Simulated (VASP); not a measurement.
## CdS (wurtzite): gaps by functional in VASP

```
Cd S
1.0
     4.16460    0.00000    0.00000
    -2.08230    3.60665    0.00000
     0.00000    0.00000    6.76601
Cd S
2 2
Direct
  0.33333 0.66667 0.99904
  0.66667 0.33333 0.49904
  0.33333 0.66667 0.37596
  0.66667 0.33333 0.87596
```

All runs share this cell. Band v is the last that the valence electrons fill when counted band by band, and c is the next. A negative gap between them is a band overlap, as in a metal.

Rank these levels of theory by the band gap that they give, smallest first.
A. LDA
B. PBE
C. PBEsol

A (0.92 eV), C (1.04 eV), B (1.18 eV).
